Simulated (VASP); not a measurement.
# SnSe (Fm-3m) in VASP: single point with r2SCAN

Aim: the single point of SnSe with r2SCAN.

Program: VASP 6.6.1. These are calculated values, not measurements. Logs are shortened: lines on timing, memory, paths and dates and some standing lists are left out, and cuts for length are marked.

### 1 Starting point

It takes space group Fm-3m (No. 225, cubic). Conventional cell: a = 6.020 Å, b = 6.020 Å, c = 6.020 Å, α = 90.00°, β = 90.00°, γ = 90.00°. Sn (site symmetry m-3m) is surrounded by 6 Se at 3.01 Å. Se (site symmetry m-3m) is surrounded by 6 Sn at 3.01 Å.

Measurements of this composition are mostly on another form, of space group No. 62.

### 2 Single point, r2SCAN

The input, POSCAR:

```
SnSe
1.0
    0.0000000000      3.0100000000      3.0100000000
    3.0100000000      0.0000000000      3.0100000000
    3.0100000000      3.0100000000      0.0000000000
Sn Se
1 1
Direct
    0.0000000000      0.0000000000      0.0000000000
    0.5000000000      0.5000000000      0.5000000000
```

The input, INCAR.step1:

```
ALGO = Normal ; EDIFF = 1E-4
ENCUT = 520 ; GGA = PE
ISMEAR = 0 ; LASPH = T
LCHARG = F ; LREAL = F
LWAVE = T ; NBANDS = 17
NELM = 100 ; PREC = Accurate
SIGMA = 0.1
```

The input, INCAR.step2:

```
ALGO = Normal ; EDIFF = 1E-7
ENCUT = 520 ; ISIF = 2
ISMEAR = 0 ; ISTART = 1
LASPH = T ; LCHARG = F
LMIXTAU = T ; LREAL = F
LWAVE = F ; METAGGA = R2SCAN
NBANDS = 17 ; NELM = 100
PREC = Accurate ; SIGMA = 0.1
```

The input, KPOINTS:

```
k-points
0
Gamma
  6 6 6
```

Potentials or basis: VASP PAW PBE potentials, release 64 (Sn_d, Se).

On the command line:

```console
cat potpaw_PBE.64/Sn_d/POTCAR potpaw_PBE.64/Se/POTCAR > POTCAR
cp INCAR.step1 INCAR
mpirun -np 1 vasp_std > vasp.out
cp INCAR.step2 INCAR
mpirun -np 1 vasp_std > vasp.out
```

OUTCAR:

```text
EDIFF = 1E-7
   ENCUT = 520
   ISIF = 2
   ISMEAR = 0
   ISTART = 1
   LASPH = T
   LREAL = F
   METAGGA = R2SCAN
   NELM = 100
   PREC = Accurate

 ion  position               nearest neighbor table
   1  0.000  0.000  0.000-   2 3.01   2 3.01   2 3.01   2 3.01   2 3.01   2 3.01
   2  0.500  0.500  0.500-   1 3.01   1 3.01   1 3.01   1 3.01   1 3.01   1 3.01

  LATTYP: Found a face centered cubic cell.
 ALAT       =     6.0200000000

  Lattice vectors:

 A1 = (   0.0000000000,   3.0100000000,   3.0100000000)
 A2 = (   3.0100000000,   0.0000000000,   3.0100000000)
 A3 = (   3.0100000000,   3.0100000000,   0.0000000000)

Analysis of symmetry for initial positions (statically):
=====================================================================
 Subroutine PRICEL returns:
 Original cell was already a primitive cell.

 Routine SETGRP: Setting up the symmetry group for a
 face centered cubic supercell.

 Subroutine GETGRP returns: Found 48 space group operations
 (whereof 48 operations were pure point group operations)
 out of a pool of 48 trial point group operations.

The static configuration has the point symmetry O_h .

Analysis of symmetry for dynamics (positions and initial velocities):
=====================================================================
 Subroutine PRICEL returns:
 Original cell was already a primitive cell.

 Routine SETGRP: Setting up the symmetry group for a
 face centered cubic supercell.

 Subroutine GETGRP returns: Found 48 space group operations
 (whereof 48 operations were pure point group operations)
 out of a pool of 48 trial point group operations.

The dynamic configuration has the point symmetry O_h .

 Subroutine INISYM returns: Found 48 space group operations
 (whereof 48 operations are pure point group operations),
 and found     1 'primitive' translations

----------------------------------------------------------------------------------------

                                     Primitive cell

  volume of cell :      54.5418

  direct lattice vectors                    reciprocal lattice vectors
     0.000000000  3.010000000  3.010000000    -0.166112957  0.166112957  0.166112957
     3.010000000  0.000000000  3.010000000     0.166112957 -0.166112957  0.166112957
     3.010000000  3.010000000  0.000000000     0.166112957  0.166112957 -0.166112957

  length of vectors
     4.256782823  4.256782823  4.256782823     0.287716081  0.287716081  0.287716081

  position of ions in fractional coordinates (direct lattice)
     0.000000000  0.000000000  0.000000000
     0.500000000  0.500000000  0.500000000

  ion indices of the primitive-cell ions
   primitive index   ion index
                 1           1
                 2           2

----------------------------------------------------------------------------------------

 KPOINTS: k-points

Automatic generation of k-mesh.
 Grid dimensions read from file:
 generate k-points for:    6    6    6

 Generating k-lattice:

  Cartesian coordinates                     Fractional coordinates (reciprocal lattice)
    -0.027685493  0.027685493  0.027685493     0.166666667  0.000000000  0.000000000
     0.027685493 -0.027685493  0.027685493     0.000000000  0.166666667  0.000000000
     0.027685493  0.027685493 -0.027685493     0.000000000  0.000000000  0.166666667

  Length of vectors
     0.047952680  0.047952680  0.047952680

  Shift w.r.t. Gamma in fractional coordinates (k-lattice)
     0.000000000  0.000000000  0.000000000

 Subroutine IBZKPT returns following result:
 ===========================================

 Found     16 irreducible k-points:

 Following reciprocal coordinates:
            Coordinates               Weight
  0.000000  0.000000  0.000000      1.000000
  0.166667  0.000000  0.000000      8.000000
  0.333333  0.000000  0.000000      8.000000
  0.500000  0.000000  0.000000      4.000000
  0.166667  0.166667  0.000000      6.000000
  0.333333  0.166667  0.000000     24.000000
[... 8 lines left out ...]
 -0.333333  0.333333  0.166667     24.000000
 -0.333333  0.500000  0.166667     12.000000
   k-points           NKPTS =     16   k-points in BZ     NKDIM =     16   number of bands    NBANDS=     17
   number of dos      NEDOS =    301   number of ions     NIONS =      2
   total plane-waves  NPLWV =  32768
   dimension x,y,z NGX =    32 NGY =   32 NGZ =   32
   dimension x,y,z NGXF=    64 NGYF=   64 NGZF=   64
   ions per type =               1   1
   NGX,Y,Z   is equivalent  to a cutoff of  12.50, 12.50, 12.50 a.u.
   NGXF,Y,Z  is equivalent  to a cutoff of  24.99, 24.99, 24.99 a.u.
 SYSTEM =  unknown system
   PREC   = accura    normal or accurate (medium, high low for compatibility)
   ISTART =      1    job   : 0-new  1-cont  2-samecut
   ICHARG =      0    charge: 1-file 2-atom 10-const
   ISPIN  =      1    spin polarized calculation?
   LNONCOLLINEAR =      F non collinear calculations
   LSORBIT =      F    spin-orbit coupling
   LASPH  =      T    aspherical Exc in radial PAW
   ENCUT  =  520.0 eV  38.22 Ry    6.18 a.u.   7.91  7.91  7.91*2*pi/ulx,y,z
   NELM   =    100;   NELMIN=  2; NELMDL=  0     # of ELM steps
   EDIFF  = 0.1E-06   stopping-criterion for ELM
   LREAL  =      F    real-space projection
   EDIFFG = 0.1E-05   stopping-criterion for IOM
   NSW    =      0    number of steps for IOM
   IBRION =     -1    ionic relax: 0-MD 1-quasi-New 2-CG
   NFREE  =      0    steps in history (QN), initial steepest desc. (CG)
   ISIF   =      2    stress and relaxation
   ISYM   =      2    0-nonsym 1-usesym 2-fastsym
   POTIM  = 0.5000    time-step for ionic-motion
   TEBEG  =    0.0;   TEEND  =   0.0 temperature during run
   PSTRESS=    0.0 pullay stress
   NELECT =      20.0000    total number of electrons
   NUPDOWN=      -1.0000    fix difference up-down
   EMIN   =  10.00;   EMAX   =-10.00  energy-range for DOS
   EFERMI =   0.00;   METHOD = LEGACY
   ISMEAR =     0;   SIGMA  =   0.10  broadening in eV -4-tet -1-fermi 0-gaus
   EFERMI_NEDOS =   21; number of points for ismear=-14 and -15
   IALGO  =     38    algorithm
   IMIX   =      4    mixing-type and parameters
     AMIX     =   0.40;   BMIX     =  1.00
     AMIX_MAG =   1.60;   BMIX_MAG =  1.00
  volume/ion in A,a.u.               =      27.27       184.03
  Fermi-wavevector in a.u.,A,eV,Ry     =   1.171768  2.214321 18.681350  1.373040
  Thomas-Fermi vector in A             =   2.308207
   LORBIT       =      0    0 simple, 1 ext, 2 COOP (PROOUT), +10 PAW based schemes
   METAGGA = R2SCAN    functional components
   LHFCALC =     F    Hartree Fock is set to
   AEXX    =    0.0000 exact exchange contribution
   IVDW    =     0    specifies the selected vdW correction
   LEPSILON=     F    determine dielectric tensor
   LRPA    =     F    only Hartree local field effects (RPA)
 non-spin polarized calculation
 Gauss-broadening in eV      SIGMA  =   0.10
  energy-cutoff  :      520.00
  volume of cell :       54.54
 maximum number of plane-waves:      1484
   NGX = 15   NGY = 15   NGZ = 15

 number of electron      20.0000005 magnetization

 Free energy of the ion-electron system (eV)
  ---------------------------------------------------
  ext. energy  EPLUGINS =         0.00000000
  ---------------------------------------------------
  free energy    TOTEN  =       -39.89101351 eV

  energy without entropy =      -39.89100133  energy(sigma->0) =      -39.89100742

 E-fermi :   5.9282     XC(G=0): -10.1968

 val. band max:        5.7014178544   @ k =   0.5000   0.0000   0.0000
 cond. band min:       6.1550546747   @ k =   0.5000   0.0000   0.0000
 fundamental gap:      0.4536368204
 Fermi energy:         5.9282362478

 k-point     1 :       0.0000    0.0000    0.0000
  band No.  band energies     occupation
      1     -16.8490      2.00000
      2     -16.8490      2.00000
      3     -16.8463      2.00000
      4     -16.8463      2.00000
      5     -16.8463      2.00000
      6      -9.0327      2.00000
[... 9 lines left out ...]
     16      11.7446      0.00000
     17      14.0162      0.00000

 k-point     2 :       0.1667    0.0000    0.0000
  band No.  band energies     occupation
      1     -16.8509      2.00000
      2     -16.8509      2.00000
      3     -16.8457      2.00000
      4     -16.8434      2.00000
      5     -16.8434      2.00000
      6      -8.8341      2.00000
[... 9 lines left out ...]
     16      12.3908      0.00000
     17      15.7822      0.00000

 k-point     3 :       0.3333    0.0000    0.0000
  band No.  band energies     occupation
      1     -16.8553      2.00000
      2     -16.8553      2.00000
      3     -16.8444      2.00000
      4     -16.8368      2.00000
      5     -16.8368      2.00000
      6      -8.3597      2.00000
[... 9 lines left out ...]
     16      14.0812      0.00000
     17      17.9778      0.00000

 k-point     4 :       0.5000    0.0000    0.0000
  band No.  band energies     occupation
      1     -16.8576      2.00000
      2     -16.8576      2.00000
      3     -16.8438      2.00000
      4     -16.8335      2.00000
      5     -16.8335      2.00000
      6      -8.0620      2.00000
[... 9 lines left out ...]
     16      16.1952      0.00000
     17      16.1952      0.00000
[... 183 lines left out ...]
      1     -16.8664      2.00000
      2     -16.8493      2.00000
      3     -16.8459      2.00000
      4     -16.8350      2.00000
      5     -16.8332      2.00000
      6      -8.0256      2.00000
[... 9 lines left out ...]
     16      15.9888      0.00000
     17      16.5188      0.00000

 k-point    15 :      -0.3333    0.3333    0.1667
  band No.  band energies     occupation
      1     -16.8680      2.00000
      2     -16.8506      2.00000
      3     -16.8408      2.00000
      4     -16.8393      2.00000
      5     -16.8306      2.00000
      6      -7.8224      2.00000
[... 9 lines left out ...]
     16      17.4640      0.00000
     17      17.6238      0.00000

 k-point    16 :      -0.3333    0.5000    0.1667
  band No.  band energies     occupation
      1     -16.8748      2.00000
      2     -16.8469      2.00000
      3     -16.8462      2.00000
      4     -16.8347      2.00000
      5     -16.8283      2.00000
      6      -7.7425      2.00000
[... 9 lines left out ...]
     16      17.1989      0.00000
     17      18.7475      0.00000

------------------------ aborting loop because EDIFF is reached ----------------------------------------

  FORCE on cell =-STRESS in cart. coord.  units (eV):
  Direction    XX          YY          ZZ          XY          YZ          ZX
  --------------------------------------------------------------------------------------
  -------------------------------------------------------------------------------------
  Total       -0.1511159     -0.1511159     -0.1511159      0.0000000     -0.0000000     -0.0000000
  in kB       -4.4390629     -4.4390629     -4.4390629      0.0000000     -0.0000000     -0.0000000
  external PRESSURE =      -4.4390629 kB  Pullay stress =       0.0000000 kB

 VOLUME and BASIS-vectors are now :
 -----------------------------------------------------------------------------
  energy-cutoff  :      520.00
  volume of cell :       54.54
      direct lattice vectors                 reciprocal lattice vectors
     0.000000000  3.010000000  3.010000000    -0.166112957  0.166112957  0.166112957
     3.010000000  0.000000000  3.010000000     0.166112957 -0.166112957  0.166112957
     3.010000000  3.010000000  0.000000000     0.166112957  0.166112957 -0.166112957

 POSITION                                       TOTAL-FORCE (eV/Angst)
 -----------------------------------------------------------------------------------
      0.00000      0.00000      0.00000        -0.000000      0.000000      0.000000
      3.01000      3.01000      3.01000         0.000000     -0.000000     -0.000000
 -----------------------------------------------------------------------------------
    total drift:                                0.000000     -0.000000     -0.000000

  FREE ENERGIE OF THE ION-ELECTRON SYSTEM (eV)
  ---------------------------------------------------
  free  energy   TOTEN  =       -39.8910135087 eV

  energy  without entropy=      -39.8910013254  energy(sigma->0) =      -39.89100742
```

Run time: 38 s. Hardware: 1 thread of Intel Xeon Platinum 8488C (Sapphire Rapids), shared host; peak memory 0.18 GiB.

Results:

```
Free energy            : -39.8910 eV
Pressure               : -0.4 GPa
Band gap on the k mesh : 0.45 eV, direct
```

Levels at points of the mesh, in eV from the valence-band top:
```
           k point  band 6  band 7  band 8  band 9  band 10  band 11  band 12  band 13  band 14  band 15
(0.00, 0.00, 0.00)  -14.73   -5.26   -2.65   -2.65    -2.65     4.36     4.36     4.36     6.04     6.04
(0.50, 0.00, 0.00)  -13.76   -8.57   -2.38   -2.38     0.00     0.45     1.13     1.13     8.57    10.41
(0.50, 0.50, 0.00)  -13.46   -6.35   -5.95   -4.11    -4.11     3.12     5.46     5.46     6.15    10.61
```

Caveat: the PAW data sets were made with another functional, which shifts forces and pressure a little; spin-orbit coupling is left out, which moves the levels of the heavy elements. A k mesh can miss the band edges.
